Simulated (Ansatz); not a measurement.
BaTiO3:

```
Ba Ti O
1.0
     2.82767    1.63255    2.31773
    -2.82767    1.63255    2.31773
     0.00000   -3.26511    2.31773
Ba Ti O
1 1 3
Direct
  0.03347 0.98847 0.00184
  0.50610 0.52748 0.53723
  0.48625 0.49715 0.97115
  0.47409 0.98642 0.47201
  0.97879 0.47918 0.49647
```

Base run:

| Quantity | Value |
| --- | --- |
| Program | Ansatz 0.2.0 |
| Functional | PBE |
| Potentials or basis | Ansatz PAW |
| Cutoff | 300 eV |
| Density cutoff | 1200 eV |
| k mesh | 7 × 7 × 7 |
| Occupations | fermi-dirac, width 0.05 eV |
| Spin | no spin polarisation |

Its results: band gap on the k mesh 2.75 eV, indirect (least direct gap 3.29 eV); pressure 8.9 GPa; largest force 2.063 eV/Å.

The run is repeated on the same cell with these changes: cutoff from 300 eV to 420 eV (not typed: the program's choice for these potentials); hubbard terms from none to Ti d U = 1 eV; hubbard projectors from none to ortho-atomic (the default). What comes out?

Band gap on the k mesh 2.87 eV, indirect (least direct gap 3.41 eV); pressure 9.8 GPa; largest force 2.295 eV/Å.

Caveats: spin-orbit coupling is left out, which moves the levels of the heavy elements; forces of over 1 eV/Å show positions far from the minimum, so gaps and moduli don't describe the material at rest; odd divisions of the mesh miss points on the zone boundary, where band edges often lie, so the gap on the mesh can be too wide (some runs); the pressure holds a Pulay correction of +23.2 GPa for the finite cutoff (some runs); the cutoff lies under the one recommended for these potentials (some runs); the k mesh misses the band edges, so the gap on the mesh is wider than the one along the path (some runs).
